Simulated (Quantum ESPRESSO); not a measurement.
# MoS2 (R3m) in Quantum ESPRESSO: single point with WC

Aim: the single point of MoS2 with WC.

Everything below comes from runs of Quantum ESPRESSO 7.5. Logs are shortened: lines on timing, memory, paths and dates and some standing lists are left out, and cuts for length are marked.

**1. The undisturbed crystal**

Symmetry: R3m, No. 160, trigonal system. The conventional cell has a = 3.160 Å, b = 3.160 Å, c = 18.450 Å, α = 90.00°, β = 90.00°, γ = 120.00°. Mo (site symmetry 3m) is surrounded by 6 S at 2.39 Å. Around S (site symmetry 3m) lie 3 Mo at 2.39 Å. Around S (site symmetry 3m) lie 3 Mo at 2.39 Å.

Measurements of this composition are mostly on another form, of space group No. 194.

**2. Single point, WC (volume scaled by 0.8)**

File run.py:

```python
import numpy as np
from ase.calculators.espresso import Espresso, EspressoProfile
from ase import Atoms

atoms = Atoms(['Mo', 'S', 'S'],
              cell=[[1.4667420714, 0.8468239297, 5.7091542653], [-1.4667420714, 0.8468239297, 5.7091542653], [0.0, -1.6936478595, 5.7091542653]],
              scaled_positions=[[0.0, 0.0, 0.0], [0.417, 0.417, 0.417], [0.25, 0.25, 0.25]],
              pbc=True)

input_data = {
    'control': {'calculation': 'scf', 'prefix': 'pwscf', 'outdir': './tmp', 'tprnfor': True, 'tstress': True, 'disk_io': 'nowf'},
    'system': {'ecutwfc': 60.0, 'ecutrho': 440.0, 'nbnd': 20, 'input_dft': 'wc', 'occupations': 'fixed'},
    'electrons': {'conv_thr': 6e-10, 'electron_maxstep': 120, 'mixing_beta': 0.5, 'mixing_ndim': 2},
}
pseudopotentials = {'S': 's_pbe_v1.4.uspp.F.UPF', 'Mo': 'Mo_ONCV_PBE-1.0.oncvpsp.upf'}
profile = EspressoProfile(command='pw.x', pseudo_dir='pseudo')
dft = Espresso(profile=profile, input_data=input_data, pseudopotentials=pseudopotentials, kpts=(10, 10, 10), koffset=(0, 0, 0))
atoms.calc = dft

print(f'energy {atoms.get_potential_energy():.8f} eV')
print('forces (eV/A)')
print(np.round(atoms.get_forces(), 6))
print('stress (eV/A^3, Voigt)')
print(np.round(atoms.get_stress(), 8))
```

Potentials or basis: SSSP 1.3 efficiency PBE.

The run is started by

```bash
> OMP_NUM_THREADS=1 python run.py
```

The program printed:

```text
energy -2520.63299614 eV
forces (eV/A)
[[ 0.       -0.        0.134356]
 [ 0.        0.        5.480509]
 [-0.        0.       -5.614865]]
stress (eV/A^3, Voigt)
[-0.34863271 -0.34863271 -0.39846112 -0.         -0.         -0.        ]
```

espresso.pwi:

```text
&CONTROL
   calculation      = 'scf'
   tstress          = .true.
   tprnfor          = .true.
   outdir           = './tmp'
   prefix           = 'pwscf'
   disk_io          = 'nowf'
   pseudo_dir       = 'pseudo'
/
&SYSTEM
   nbnd             = 20
   ecutwfc          = 60.0
   ecutrho          = 440.0
   occupations      = 'fixed'
   input_dft        = 'wc'
   ntyp             = 2
   nat              = 3
   ibrav            = 0
/
&ELECTRONS
   electron_maxstep = 120
   conv_thr         = 6e-10
   mixing_beta      = 0.5
   mixing_ndim      = 2
/
&IONS
/
&CELL
/
&FCP
/
&RISM
/
ATOMIC_SPECIES
Mo 95.95 Mo_ONCV_PBE-1.0.oncvpsp.upf
S 32.06 s_pbe_v1.4.uspp.F.UPF

K_POINTS automatic
10 10 10  0 0 0

CELL_PARAMETERS angstrom
1.46674207140000 0.84682392970000 5.70915426530000
-1.46674207140000 0.84682392970000 5.70915426530000
0.00000000000000 -1.69364785950000 5.70915426530000

ATOMIC_POSITIONS angstrom
Mo 0.0000000000 0.0000000000 0.0000000000  
S 0.0000000000 -0.0000000000 7.1421519859  
S 0.0000000000 -0.0000000000 4.2818656990
```

espresso.pwo:

```text
This program is part of the open-source Quantum ESPRESSO suite
     for quantum simulation of materials; please cite
         "P. Giannozzi et al., J. Phys.:Condens. Matter 21 395502 (2009);
         "P. Giannozzi et al., J. Phys.:Condens. Matter 29 465901 (2017);
         "P. Giannozzi et al., J. Chem. Phys. 152 154105 (2020);
     in publications or presentations arising from this work. More details at

Warning: card &CELL ignored
Warning: card &FCP ignored
Warning: card &RISM ignored

     IMPORTANT: XC functional enforced from input :
     Exchange-correlation= WC
                           (   1   4  11   4   0   0   0)
     Any further DFT definition will be discarded
     Please, verify this is what you really want

     Message from routine setup:
     using ibrav=0 with symmetry is DISCOURAGED, use correct ibrav instead

     G-vector sticks info
     --------------------
     sticks:   dense  smooth     PW     G-vecs:    dense   smooth      PW
     Sum        2115    1149    377                44761    18077    3451

     Using Slab Decomposition

     bravais-lattice index     =            0
     lattice parameter (alat)  =      11.2535  a.u.
     unit-cell volume          =     287.1220 (a.u.)^3
     number of atoms/cell      =            3
     number of atomic types    =            2
     number of electrons       =        26.00
     number of Kohn-Sham states=           20
     kinetic-energy cutoff     =      60.0000  Ry
     charge density cutoff     =     440.0000  Ry
     scf convergence threshold =      6.0E-10
     mixing beta               =       0.5000
     number of iterations used =            2  plain     mixing
     Exchange-correlation= WC
                           (   1   4  11   4   0   0   0)

     celldm(1)=  11.253456  celldm(2)=   0.000000  celldm(3)=   0.000000
     celldm(4)=   0.000000  celldm(5)=   0.000000  celldm(6)=   0.000000

     crystal axes: (cart. coord. in units of alat)
               a(1) = (   0.246301   0.142202   0.958704 )
               a(2) = (  -0.246301   0.142202   0.958704 )
               a(3) = (   0.000000  -0.284404   0.958704 )

     reciprocal axes: (cart. coord. in units 2 pi/alat)
               b(1) = (  2.030034  1.172041  0.347691 )
               b(2) = ( -2.030034  1.172041  0.347691 )
               b(3) = (  0.000000 -2.344081  0.347691 )

     PseudoPot. # 1 for Mo read from file:
     Mo_ONCV_PBE-1.0.oncvpsp.upf
     Pseudo is Norm-conserving, Zval = 14.0
     Generated using ONCVPSP code by D. R. Hamann
     Using radial grid of 1526 points,  6 beta functions with:
                l(1) =   0
                l(2) =   0
                l(3) =   1
                l(4) =   1
                l(5) =   2
                l(6) =   2

     PseudoPot. # 2 for S  read from file:
     s_pbe_v1.4.uspp.F.UPF
     Pseudo is Ultrasoft + core correction, Zval =  6.0
     Generated by new atomic code, or converted to UPF format
     Using radial grid of  907 points,  6 beta functions with:
                l(1) =   0
                l(2) =   0
                l(3) =   1
                l(4) =   1
                l(5) =   2
                l(6) =   2
     Q(r) pseudized with  8 coefficients,  rinner =    1.300   1.300   1.300
                                                       1.300   1.300

     atomic species   valence    mass     pseudopotential
     Mo               14.00    95.95000     Mo( 1.00)
     S                 6.00    32.06000     S ( 1.00)

      6 Sym. Ops. (no inversion) found

   Cartesian axes

     site n.     atom                  positions (alat units)
         1        Mo     tau(   1) = (   0.0000000   0.0000000   0.0000000  )
         2        S      tau(   2) = (   0.0000000  -0.0000000   1.1993393  )
         3        S      tau(   3) = (   0.0000000  -0.0000000   0.7190283  )

     number of k points=   116

     Number of k-points >= 100: set verbosity='high' to print them.

     Dense  grid:    44761 G-vectors     FFT dimensions: (  75,  75,  75)

     Smooth grid:    18077 G-vectors     FFT dimensions: (  60,  60,  60)

     Initial potential from superposition of free atoms

     starting charge      25.9989, renormalised to      26.0000
     Starting wfcs are   18 randomized atomic wfcs +    2 random wfcs

     Self-consistent Calculation

     iteration #  1     ecut=    60.00 Ry     beta= 0.50
     Davidson diagonalization with overlap
     ethr =  1.00E-02,  avg # of iterations =  5.5

     Threshold (ethr) on eigenvalues was too large:
     Diagonalizing with lowered threshold

     Davidson diagonalization with overlap
     ethr =  9.33E-04,  avg # of iterations =  1.1

     total energy              =    -185.16754215 Ry
     estimated scf accuracy    <       0.25418917 Ry

     iteration #  2     ecut=    60.00 Ry     beta= 0.50
     Davidson diagonalization with overlap
     ethr =  9.78E-04,  avg # of iterations =  3.2

     total energy              =    -185.19447261 Ry
     estimated scf accuracy    <       0.38382647 Ry

     iteration #  3     ecut=    60.00 Ry     beta= 0.50
     Davidson diagonalization with overlap
     ethr =  9.78E-04,  avg # of iterations =  2.0

     total energy              =    -185.26178169 Ry
     estimated scf accuracy    <       0.00927734 Ry

     iteration #  4     ecut=    60.00 Ry     beta= 0.50
     Davidson diagonalization with overlap
     ethr =  3.57E-05,  avg # of iterations =  4.7

     total energy              =    -185.26302506 Ry
     estimated scf accuracy    <       0.00060788 Ry

     iteration #  5     ecut=    60.00 Ry     beta= 0.50
     Davidson diagonalization with overlap
     ethr =  2.34E-06,  avg # of iterations =  4.6

     total energy              =    -185.26311448 Ry
     estimated scf accuracy    <       0.00002269 Ry

     iteration #  6     ecut=    60.00 Ry     beta= 0.50
     Davidson diagonalization with overlap
     ethr =  8.73E-08,  avg # of iterations =  3.8

     total energy              =    -185.26312360 Ry
     estimated scf accuracy    <       0.00000185 Ry

     iteration #  7     ecut=    60.00 Ry     beta= 0.50
     Davidson diagonalization with overlap
     ethr =  7.12E-09,  avg # of iterations =  3.5

     total energy              =    -185.26312413 Ry
     estimated scf accuracy    <       0.00000105 Ry

     iteration #  8     ecut=    60.00 Ry     beta= 0.50
     Davidson diagonalization with overlap
     ethr =  4.05E-09,  avg # of iterations =  1.9

     total energy              =    -185.26312422 Ry
     estimated scf accuracy    <       0.00000033 Ry

     iteration #  9     ecut=    60.00 Ry     beta= 0.50
     Davidson diagonalization with overlap
     ethr =  1.26E-09,  avg # of iterations =  2.0

     total energy              =    -185.26312427 Ry
     estimated scf accuracy    <       0.00000032 Ry

     iteration # 10     ecut=    60.00 Ry     beta= 0.50
     Davidson diagonalization with overlap
     ethr =  1.24E-09,  avg # of iterations =  1.4

     total energy              =    -185.26312432 Ry
     estimated scf accuracy    <       0.00000002 Ry

     iteration # 11     ecut=    60.00 Ry     beta= 0.50
     Davidson diagonalization with overlap
     ethr =  8.96E-11,  avg # of iterations =  2.5

     total energy              =    -185.26312433 Ry
     estimated scf accuracy    <          6.3E-09 Ry

     iteration # 12     ecut=    60.00 Ry     beta= 0.50
     Davidson diagonalization with overlap
     ethr =  2.44E-11,  avg # of iterations =  2.1

     total energy              =    -185.26312433 Ry
     estimated scf accuracy    <          2.5E-09 Ry

     iteration # 13     ecut=    60.00 Ry     beta= 0.50
     Davidson diagonalization with overlap
     ethr =  9.60E-12,  avg # of iterations =  2.0

     total energy              =    -185.26312433 Ry
     estimated scf accuracy    <          1.0E-09 Ry

     iteration # 14     ecut=    60.00 Ry     beta= 0.50
     Davidson diagonalization with overlap
     ethr =  4.03E-12,  avg # of iterations =  2.0

     total energy              =    -185.26312433 Ry
     estimated scf accuracy    <          1.2E-09 Ry

     iteration # 15     ecut=    60.00 Ry     beta= 0.50
     Davidson diagonalization with overlap
     ethr =  4.03E-12,  avg # of iterations =  1.3

     End of self-consistent calculation

     Number of k-points >= 100: set verbosity='high' to print the bands.

     highest occupied, lowest unoccupied level (ev):    15.4286   16.0061

!    total energy              =    -185.26312433 Ry
     estimated scf accuracy    <          6.8E-11 Ry

     The total energy is the sum of the following terms:
     one-electron contribution =     -76.98112434 Ry
     hartree contribution      =      52.98672158 Ry
     xc contribution           =     -33.13329073 Ry
     ewald contribution        =    -128.13543084 Ry

     convergence has been achieved in  15 iterations

     Forces acting on atoms (cartesian axes, Ry/au):

     atom    1 type  1   force =     0.00000000   -0.00000000    0.00522562
     atom    2 type  2   force =     0.00000000    0.00000000    0.21315788
     atom    3 type  2   force =    -0.00000000    0.00000000   -0.21838350

     Total force =     0.305213     Total SCF correction =     0.000041

     Computing stress (Cartesian axis) and pressure

          total   stress  (Ry/bohr**3)                   (kbar)     P=      585.18
   0.00379709   0.00000000   0.00000000          558.57        0.00        0.00
  -0.00000000   0.00379709   0.00000000           -0.00      558.57        0.00
   0.00000000   0.00000000   0.00433979            0.00        0.00      638.40

=------------------------------------------------------------------------------=
   JOB DONE.
=------------------------------------------------------------------------------=
```

It took 5.8 min on 1 thread of Arm Neoverse V2, shared host; peak memory 0.28 GiB.

Results:

- Free energy: -2520.6332 eV
- Pressure: 58.5 GPa
- Largest force: 5.615 eV/Å
- Band gap on the k mesh: 0.58 eV, indirect (least direct gap 2.34 eV)

Forces in eV/Å, atoms in the order of the input:
```
Mo   0.000  0.000  0.134
S    0.000  0.000  5.481
S    0.000  0.000 -5.615
```

Levels at points of the mesh, in eV from the valence-band top:
| k point | band 9 | band 10 | band 11 | band 12 | band 13 | band 14 | band 15 | band 16 | band 17 | band 18 |
| --- | --- | --- | --- | --- | --- | --- | --- | --- | --- | --- |
| (0.00, 0.00, 0.00) | -4.81 | -3.21 | -3.21 | -2.22 | -1.50 | 2.20 | 2.20 | 3.13 | 3.13 | 5.71 |
| (0.00, 0.00, -0.50) | -6.61 | -5.42 | -2.90 | -2.20 | -1.96 | 1.84 | 2.28 | 3.65 | 4.13 | 5.26 |
| (0.00, -0.50, -0.50) | -6.29 | -5.33 | -3.82 | -2.22 | -1.83 | 1.76 | 2.51 | 3.08 | 4.93 | 6.05 |
| (-0.50, -0.50, -0.50) | -4.83 | -4.63 | -3.18 | -3.18 | 0.00 | 2.34 | 2.34 | 2.90 | 2.90 | 5.62 |

Caveat: the potentials were made for another functional, which shifts forces and pressure. A k mesh can miss the band edges.
